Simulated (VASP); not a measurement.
## VASP 6.6.1 run: Si

INCAR

```
ENCUT = 520
NSW = 0
METAGGA = RTPSS
LCHARG = .FALSE.
NBANDS = 11
NELM = 57
ISMEAR = 0
SIGMA = 0.01
LASPH = .TRUE.
LWAVE = .FALSE.
IBRION = -1
LREAL = .FALSE.
NELECT = 7.9
EDIFF = 1E-7
PREC = Accurate
ISIF = 2
ALGO = Normal
```

KPOINTS

```
KPOINTS created by Atomic Simulation Environment
0
Gamma
8 8 8
0 0 0
```

POSCAR

```
Si
 1.0000000000000000
    -0.0000000000000000    2.7221188956873603    2.7221188956873603
     2.7221188956873603   -0.0000000000000000    2.7221188956873603
     2.7221188956873603    2.7221188956873603   -0.0000000000000000
 Si
   2
Cartesian
  0.0000000000000000 -0.0000000000000000 -0.0000000000000000
  1.3610594478436802  1.3610594478436802  1.3610594478436802
```

The recommended PBE PAW datasets give the neutral cell 8 valence electrons.

Command

```
mpirun -np 1 vasp_std
```

Problem. Predict the outcome of this run.

Solution. It converged. Results: pressure -4.2 GPa.

OSZICAR

```
N       E                     dE             d eps       ncg     rms          rms(c)
DAV:   1     0.596159938996E+01    0.59616E+01   -0.28079E+03   638   0.506E+02
DAV:   2    -0.131364323391E+02   -0.19098E+02   -0.18202E+02   889   0.110E+02
DAV:   3    -0.138340974760E+02   -0.69767E+00   -0.69234E+00   885   0.165E+01
DAV:   4    -0.138396941601E+02   -0.55967E-02   -0.55938E-02   867   0.189E+00
DAV:   5    -0.138397404659E+02   -0.46306E-04   -0.46305E-04   858   0.152E-01    0.748E+00
DAV:   6    -0.140412199060E+02   -0.20148E+00   -0.80811E+00   665   0.234E+01    0.482E+00
DAV:   7    -0.139767201212E+02    0.64500E-01   -0.97815E-02   728   0.222E+00    0.287E+00
DAV:   8    -0.139722817941E+02    0.44383E-02   -0.53755E-02   695   0.139E+00    0.261E-01
DAV:   9    -0.139738922339E+02   -0.16104E-02   -0.26661E-03   793   0.416E-01    0.157E-01
DAV:  10    -0.139740697447E+02   -0.17751E-03   -0.56062E-04   719   0.136E-01    0.209E-02
DAV:  11    -0.139740730565E+02   -0.33117E-05   -0.50903E-06   781   0.180E-02    0.864E-03
DAV:  12    -0.139740780788E+02   -0.50224E-05   -0.62751E-06   734   0.150E-02    0.763E-03
DAV:  13    -0.139740781244E+02   -0.45519E-07   -0.15596E-07   694   0.268E-03
   1 F= -.13974078E+02 E0= -.13973978E+02  d E =-.199256E-03
```

Standard output (part)

```
POSCAR found type information on POSCAR Si
 POSCAR found :  1 types and       2 ions
 LDA part: xc-table for (None), standard interpolation
 POSCAR, INCAR and KPOINTS ok, starting setup
 WAVECAR not read
 entering main loop
 the old and the new charge density differ
    0.748E+00
```

The cell is charged and sits in a uniform background.

For comparison, a separate r²SCAN run of the intended cell, on usual settings and not on those above, gives a gap of 0.83 eV on its mesh and a pressure of -0.2 GPa.
